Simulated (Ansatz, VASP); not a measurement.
B: VASP beside Ansatz

```
B
1.0
     0.00000    1.48534    1.48534
     1.48534    0.00000    1.48534
     1.48534    1.48534    0.00000
B
1
Direct
  0.00000 0.00000 0.00000
```

The cell was built by a generator and needn't be a form met in nature.

Alike in both runs: task relaxation of cell and atoms; functional PBE; k mesh 18 × 18 × 18; occupations fermi-dirac, width 0.1 eV; no spin polarisation.

|  | VASP | Ansatz |
| --- | --- | --- |
| version | VASP 6.6.1 | Ansatz 0.2.0 |
| potentials or method | VASP PAW PBE potentials, release 64 (B) | plane waves (420 eV) with PAW, scalar-relativistic |
| plane-wave cutoff (eV) | 600 | 420 |
| valence electrons in the cell | 3 | 3 |

|  | VASP | Ansatz | Ansatz less VASP |
| --- | --- | --- | --- |
| relaxed volume (Å³/atom) | 5.88 | 5.89 | +0.002 |
| relaxed cell length with the largest relative difference (Å) | 2.026 | 2.027 | +0.0002 |
| energy change over the relaxation (meV/atom) | -54 | -54 | +0.2 |
